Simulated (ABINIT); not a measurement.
# WC (Qusongite) (P-6m2) in ABINIT: reference runs

Aim: a first look at WC (Qusongite) with PBEsol, on the cell as given and on a disturbed one.

Program: ABINIT 10.8.3 (patched build). These are calculated values, not measurements. Logs are shortened: lines on timing, memory, paths and dates and some standing lists are left out, and cuts for length are marked. The log counts tension as positive stress, the text compression.

### 1 Starting point

Symmetry: P-6m2, No. 187, hexagonal system. The conventional cell has a = 2.907 Å, b = 2.907 Å, c = 2.837 Å, α = 90.00°, β = 90.00°, γ = 120.00°. W (site symmetry -6m2) has 6 C at 2.20 Å as nearest neighbours. C (site symmetry -6m2) has 6 W at 2.20 Å as nearest neighbours.

### 2 Single point, PBEsol

The input, run.abi:

```
# Pseudopotentials
pp_dirpath "./"
pseudos "W.upf, C.upf"

# Structure
acell 5.4924889812 5.4924889812 5.3603971251
rprim
     1.0000000000     0.0000000000     0.0000000000
    -0.5000000000     0.8660254038     0.0000000000
     0.0000000000     0.0000000000     1.0000000000
ntypat 2
znucl 74 6
natom 2
typat 1 2
xred
     0.0000000000     0.0000000000     0.0000000000
     0.6666666667     0.3333333333     0.5000000000

# Plane-wave basis
ecut 41.0

# k points
kptopt 1
ngkpt 10 10 9
nshiftk 1
shiftk 0.0 0.0 0.0

# Exchange and correlation
ixc -116133

# Bands and occupations
nband 13
occopt 3
tsmear 0.05 eV

# SCF cycle
nstep 100
tolvrs 1.0e-10

# Output
iomode 3
prtwf 0
prteig 0
prtebands 0
enunit 1
prtden 1
prtvha 1
prtvclmb 1
prtpot 1
prtelf 1
```

Potentials or basis: PseudoDojo NC SR PBEsol v0.4.1 standard.

Run with:

```
$ abinit run.abi > log 2>&1
```

run.abo:

```text
.Version 10.8.3 of ABINIT
 Symmetries : space group P-6 m 2 (#187); Bravais hP (primitive hexag.)
================================================================================
 Values of the parameters that define the memory need of the present run
     intxc =       0    ionmov =       0      iscf =       7    lmnmax =       8
     lnmax =       8     mgfft =      32  mpssoang =       4    mqgrid =    3001
     natom =       2  nloc_mem =       1    nspden =       1   nspinor =       1
    nsppol =       1      nsym =      12    n1xccc =    2501    ntypat =       2
    occopt =       3   xclevel =       2
       mpw =        1776          nfft =       32768          nkpt =          70
================================================================================
================================================================================

--------------------------------------------------------------------------------
------------- Echo of variables that govern the present computation ------------
--------------------------------------------------------------------------------
 -outvars: echo values of preprocessed input variables --------
            acell      5.4924889812E+00  5.4924889812E+00  5.3603971251E+00 Bohr
              amu      1.83850000E+02  1.20110000E+01
             ecut      4.10000000E+01 Hartree
           enunit           1
                       outvar_i_n : Printing only first  50 k-points.
              ixc     -116133
                       outvar_i_n : Printing only first  50 k-points.
         kptrlatt       10    0    0      0   10    0      0    0    9
          kptrlen      4.82435741E+01
            natom           2
            nband          13
            ngfft          32      32      32
             nkpt          70
            nstep         100
             nsym          12
           ntypat           2
                       prtocc : prtvol=0, do not print more k-points.
           occopt           3
        prtebands           0
           prteig           0
           prtelf           1
           prtpot           1
         prtvclmb           1
           prtvha           1
            prtwf           0
            rprim      1.0000000000E+00  0.0000000000E+00  0.0000000000E+00
                      -5.0000000000E-01  8.6602540380E-01  0.0000000000E+00
                       0.0000000000E+00  0.0000000000E+00  1.0000000000E+00
          spgroup         187
           tolvrs      1.00000000E-10
           tsmear      1.83746611E-03 Hartree
            typat      1  2
                       outvars : Printing only first  50 k-points.
           xangst      0.0000000000E+00  0.0000000000E+00  0.0000000000E+00
                       1.4532499990E+00  8.3903427814E-01  1.4182999990E+00
            xcart      0.0000000000E+00  0.0000000000E+00  0.0000000000E+00
                       2.7462444906E+00  1.5855449959E+00  2.6801985626E+00
             xred      0.0000000000E+00  0.0000000000E+00  0.0000000000E+00
                       6.6666666667E-01  3.3333333333E-01  5.0000000000E-01
            znucl       74.00000    6.00000

================================================================================

 chkinp: Checking input parameters for consistency.

================================================================================
== DATASET  1 ==================================================================

--- !DatasetInfo
iteration_state: {dtset: 1, }
dimensions: {natom: 2, nkpt: 70, mband: 13, nsppol: 1, nspinor: 1, nspden: 1, mpw: 1776, }
cutoff_energies: {ecut:  41.0, pawecutdg:  -1.0, }
electrons: {nelect:   1.80000000E+01, charge:   0.00000000E+00, occopt:   3.00000000E+00, tsmear:   1.83746611E-03, }
meta: {optdriver: 0, ionmov: 0, optcell: 0, iscf: 7, paral_kgb: 0, }
...

 Real(R)+Recip(G) space primitive vectors, cartesian coordinates (Bohr,Bohr^-1):
 R(1)=  5.4924890  0.0000000  0.0000000  G(1)=  0.1820668  0.1051163  0.0000000
 R(2)= -2.7462445  4.7566350  0.0000000  G(2)=  0.0000000  0.2102327  0.0000000
 R(3)=  0.0000000  0.0000000  5.3603971  G(3)=  0.0000000  0.0000000  0.1865533
 Unit cell volume ucvol=  1.4004448E+02 bohr^3
 Angles (23,13,12)=  9.00000000E+01  9.00000000E+01  1.20000000E+02 degrees

 getcut: wavevector=  0.0000  0.0000  0.0000  ngfft=  32  32  32
         ecut(hartree)=     41.000   => boxcut(ratio)=   2.02127

--- Pseudopotential description ------------------------------------------------
- pspini: atom type   1  psp file is ./W.upf
12 -116133 3 -1 1396                          pspcod,pspxc,lmax,lloc,mmax
     nproj     2     2     2     2

- pspini: atom type   2  psp file is ./C.upf
12 -116133 1 -1 1248                          pspcod,pspxc,lmax,lloc,mmax
     nproj     2     2     0     0

   2.85529726E+02                                ecore*ucvol(ha*bohr**3)
--------------------------------------------------------------------------------

================================================================================

--- !BeginCycle
iteration_state: {dtset: 1, }
solver: {iscf: 7, nstep: 100, nline: 4, wfoptalg: 0, }
tolerances: {tolvrs: 1.00E-10, }
...

     iter   Etot(hartree)      deltaE(h)  residm     vres2
 ETOT  1  -81.701288526053    -8.170E+01 4.433E-01 5.605E+02
 ETOT  2  -81.628111835709     7.318E-02 1.164E-01 9.664E+02
 ETOT  3  -81.853929378159    -2.258E-01 1.252E-02 7.444E-01
 ETOT  4  -81.854176436536    -2.471E-04 1.136E-02 7.053E-02
 ETOT  5  -81.854182141722    -5.705E-06 1.030E-02 2.858E-02
 ETOT  6  -81.854188074661    -5.933E-06 1.198E-02 2.321E-03
 ETOT  7  -81.854188634921    -5.603E-07 2.803E-03 2.896E-06
 ETOT  8  -81.854188635502    -5.807E-10 2.556E-03 1.953E-08
 ETOT  9  -81.854188635502    -2.132E-13 7.703E-04 1.638E-08
 ETOT 10  -81.854188635506    -3.581E-12 9.238E-04 6.507E-11

 At SCF step   10       vres2   =  6.51E-11 < tolvrs=  1.00E-10 =>converged.

 Compute ELF
--------------------------------------------------------------------------------

 Compute kinetic energy density

 Compute gradient of the electron density
 Electron Localization Function (ELF) [min:0;max:1]
)     Maximum=    8.3681E-01  at reduced coord.    0.0000    0.0000    0.8125
)     Minimum=    2.3361E-05  at reduced coord.    0.6563    0.3125    0.5000
   Integrated=    5.7685E+01

--------------------------------------------------------------------------------
 End of ELF section

 Cartesian components of stress tensor (hartree/bohr^3)
  sigma(1 1)=  9.16328348E-05  sigma(3 2)=  0.00000000E+00
  sigma(2 2)=  9.16328343E-05  sigma(3 1)=  0.00000000E+00
  sigma(3 3)=  1.35416804E-04  sigma(2 1)=  0.00000000E+00

--- !ResultsGS
iteration_state: {dtset: 1, }
comment   : Summary of ground state results
lattice_vectors:
- [  5.4924890,   0.0000000,   0.0000000, ]
- [ -2.7462445,   4.7566350,   0.0000000, ]
- [  0.0000000,   0.0000000,   5.3603971, ]
lattice_lengths: [   5.49249,    5.49249,    5.36040, ]
lattice_angles: [ 90.000,  90.000, 120.000, ] # degrees, (23, 13, 12)
lattice_volume:   1.4004448E+02
convergence: {deltae: -3.581E-12, res2:  6.507E-11, residm:  9.238E-04, diffor: null, }
etotal    :  -8.18541886E+01
entropy   :   0.00000000E+00
fermie    :   6.36058927E-01
cartesian_stress_tensor: # hartree/bohr^3
- [  9.16328348E-05,   0.00000000E+00,   0.00000000E+00, ]
- [  0.00000000E+00,   9.16328343E-05,   0.00000000E+00, ]
- [  0.00000000E+00,   0.00000000E+00,   1.35416804E-04, ]
pressure_GPa:  -3.1253E+00
xred      :
- [  0.0000E+00,   0.0000E+00,   0.0000E+00,  W]
- [  6.6667E-01,   3.3333E-01,   5.0000E-01,  C]
cartesian_forces: # hartree/bohr
- [ -0.00000000E+00,  -0.00000000E+00,  -0.00000000E+00, ]
- [ -0.00000000E+00,  -0.00000000E+00,  -0.00000000E+00, ]
force_length_stats: {min:   0.00000000E+00, max:   0.00000000E+00, mean:   0.00000000E+00, }
...

 Integrated electronic density in atomic spheres:
 ------------------------------------------------
 Atom  Sphere_radius  Integrated_density
    1        2.00000         10.17330476
    2        2.00000          4.07049967
================================================================================

 ----iterations are completed or convergence reached----

 Mean square residual over all n,k,spin=   25.731E-07; max=  92.382E-05
 reduced coordinates (array xred) for    2 atoms
       0.000000000000      0.000000000000      0.000000000000
       0.666666666667      0.333333333333      0.500000000000
 rms dE/dt=  0.0000E+00; max dE/dt=  0.0000E+00; dE/dt below (all hartree)
    1       0.000000000000      0.000000000000      0.000000000000
    2       0.000000000000      0.000000000000      0.000000000000

 cartesian coordinates (angstrom) at end:
    1      0.00000000000000     0.00000000000000     0.00000000000000
    2      1.45324999900754     0.83903427814190     1.41829999903425

 cartesian forces (hartree/bohr) at end:
    1     -0.00000000000000    -0.00000000000000    -0.00000000000000
    2     -0.00000000000000    -0.00000000000000    -0.00000000000000
 frms,max,avg= 0.0000000E+00 0.0000000E+00   0.000E+00  0.000E+00  0.000E+00 h/b

 cartesian forces (eV/Angstrom) at end:
    1     -0.00000000000000    -0.00000000000000    -0.00000000000000
    2     -0.00000000000000    -0.00000000000000    -0.00000000000000
 frms,max,avg= 0.0000000E+00 0.0000000E+00   0.000E+00  0.000E+00  0.000E+00 e/A
 length scales=  5.492488981200  5.492488981200  5.360397125100 bohr
              =  2.906499998015  2.906499998015  2.836599998068 angstroms
 Fermi (or HOMO) energy (eV) =  17.30805   Average Vxc (eV)= -14.32978
 Eigenvalues (   eV  ) for nkpt=  70  k points:
 kpt#   1, nband= 13, wtk=  0.00111, kpt=  0.0000  0.0000  0.0000 (reduced coord)
 -56.64072  -20.62832  -20.51773  -20.51773    2.87561   12.98833   13.97650   13.97650
  17.41488   20.53661   20.53661   22.94916   22.95164
 prteigrs : prtvol=0 or 1, do not print more k-points.

--- !EnergyTerms
iteration_state     : {dtset: 1, }
comment             : Components of total free energy in Hartree
kinetic             :  2.43815589940988E+01
hartree             :  8.73360480177991E+00
xc                  : -1.86220348681481E+01
Ewald energy        : -6.60113243267428E+01
psp_core            :  2.03885031702609E+00
local_psp           : -4.48140151206076E+01
non_local_psp       :  1.24392379698726E+01
internal            : -8.18541222327211E+01
'-kT*entropy'       : -6.64027847645830E-05
total_energy        : -8.18541886355058E+01
total_energy_eV     : -2.22736594281214E+03
band_energy         : -4.31068059643903E+00
...

 Cartesian components of stress tensor (hartree/bohr^3)
  sigma(1 1)=  9.16328348E-05  sigma(3 2)=  0.00000000E+00
  sigma(2 2)=  9.16328343E-05  sigma(3 1)=  0.00000000E+00
  sigma(3 3)=  1.35416804E-04  sigma(2 1)=  0.00000000E+00

-Cartesian components of stress tensor (GPa)         [Pressure= -3.1253E+00 GPa]
- sigma(1 1)=  2.69593108E+00  sigma(3 2)=  0.00000000E+00
- sigma(2 2)=  2.69593106E+00  sigma(3 1)=  0.00000000E+00
- sigma(3 3)=  3.98409993E+00  sigma(2 1)=  0.00000000E+00

== END DATASET(S) ==============================================================
================================================================================

 -outvars: echo values of variables after computation  --------
            acell      5.4924889812E+00  5.4924889812E+00  5.3603971251E+00 Bohr
           etotal     -8.1854188636E+01
            fcart     -0.0000000000E+00 -0.0000000000E+00 -0.0000000000E+00
                      -0.0000000000E+00 -0.0000000000E+00 -0.0000000000E+00
            rprim      1.0000000000E+00  0.0000000000E+00  0.0000000000E+00
                      -5.0000000000E-01  8.6602540380E-01  0.0000000000E+00
                       0.0000000000E+00  0.0000000000E+00  1.0000000000E+00
           strten      9.1632834800E-05  9.1632834273E-05  1.3541680421E-04
                       0.0000000000E+00  0.0000000000E+00  0.0000000000E+00
           xangst      0.0000000000E+00  0.0000000000E+00  0.0000000000E+00
                       1.4532499990E+00  8.3903427814E-01  1.4182999990E+00
             xred      0.0000000000E+00  0.0000000000E+00  0.0000000000E+00
                       6.6666666667E-01  3.3333333333E-01  5.0000000000E-01
 Calculation completed.
```

Run time: 43 s. Hardware: 1 thread of Arm Neoverse V2, shared host; peak memory 0.08 GiB.

Results:

| Property | Result |
| --- | --- |
| Free energy | -2227.3659 eV |
| Pressure | -3.1 GPa |
| Band gap on the k mesh | none (metal or under the smearing width) |
| Valence electrons inside the program's atomic spheres | W 10.17; C 4.07 |

Levels at points of the mesh, in eV from the Fermi level:
| k point | band 5 | band 6 | band 7 | band 8 | band 9 | band 10 | band 11 | band 12 | band 13 |
| --- | --- | --- | --- | --- | --- | --- | --- | --- | --- |
| (0.00, 0.00, 0.00) | -14.43 | -4.32 | -3.33 | -3.33 | 0.11 | 3.23 | 3.23 | 5.64 | 5.64 |
| (0.50, 0.00, 0.00) | -11.06 | -7.04 | -3.62 | -3.58 | -0.44 | 2.34 | 4.54 | 4.89 | 6.87 |

[end of part 1 of 2]
